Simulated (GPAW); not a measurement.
## GaAs in GPAW: convergence with smearing width (eV)

Input of the first run (smearing width (eV) 0.5); the others differ in this setting and in those tied to it:

Contents of run.py:

```python
from ase.dft.bandgap import bandgap
from ase.io import read, write
from ase.units import GPa
from gpaw import GPAW, PW

atoms = read('GaAs.xyz')

calc = GPAW(mode=PW(600),
            xc='LDA',
            kpts={'size': (7, 7, 10), 'gamma': True},
            occupations={'name': 'methfessel-paxton', 'width': 0.5, 'order': 1},
            nbands=11,
            convergence={'density': 1e-05, 'energy': 1e-05},
            maxiter=100,
            txt='gpaw.txt')
atoms.calc = calc
energy = atoms.get_potential_energy()
forces = atoms.get_forces()
stress = atoms.get_stress()
calc.write('gs.gpw')
write('result.traj', atoms)
print(f'Energy: {energy:.6f} eV')
print('Forces (eV/A):')
print(forces.round(4))
print('Stress (GPa):', (stress / GPa).round(3))
print('Fermi level:', round(calc.get_fermi_level(), 4), 'eV')
print(f'Gap: {bandgap(calc)[0]:.4f} eV, direct: {bandgap(calc, direct=True)[0]:.4f} eV')
```

Contents of GaAs.xyz:

```xyz
2
Lattice="3.8101400000 0.0000000000 0.0000000000 0.0000000000 3.8101400000 0.0000000000 0.0000000000 0.0000000000 2.7389100000" Properties=species:S:1:pos:R:3 pbc="T T T"
Ga     1.9050700000      1.9050700000      1.3694550000
As     0.0000000000      0.0000000000      1.3694550000
```

Potentials or basis: the program's PAW data sets (release 1.2.1) made for this functional, pw.

Run with:

```console
$ OMP_NUM_THREADS=1 python run.py
```

The cell was built by a generator and needn't be a form met in nature.

Hardware: 1 thread of Arm Neoverse V2 (shared host).

Q: The values tried are 0.5, 0.3, 0.2, 0.15, 0.1, 0.05, 0.025, 0.01, loosest first. From which on does the pressure stay within 0.1 GPa of the tightest run that finished?

A: From 0.3 on.

```
smearing width (eV)  energy less the tightest run, at zero smearing (meV/atom)  pressure (GPa)  SCF cycles  CPU time (s)  peak memory (GiB)
                0.5                                                      -0.17           -5.05           9            11               0.16
                0.3                                                      -0.74           -4.96           9            11               0.16
                0.2                                                      -0.78           -4.94           9            11               0.16
               0.15                                                      -0.65           -4.93           9            11               0.16
                0.1                                                      -0.33           -4.93           9            11               0.16
               0.05                                                      -0.10           -4.91           9            11               0.16
              0.025                                                      -0.04           -4.90           9            11               0.16
               0.01                                                       0.00           -4.92           9            11               0.16
```

Against the tightest run, the energy stays within 1 meV/atom from 0.5 on. Narrower smearing needs a denser k mesh, so at a fixed mesh the narrowest width isn't the most accurate. The tightest run that finished is the yardstick and may itself not be fully converged.

Caveat, for the tightest run too: this smearing can pin the Fermi level at a band edge.
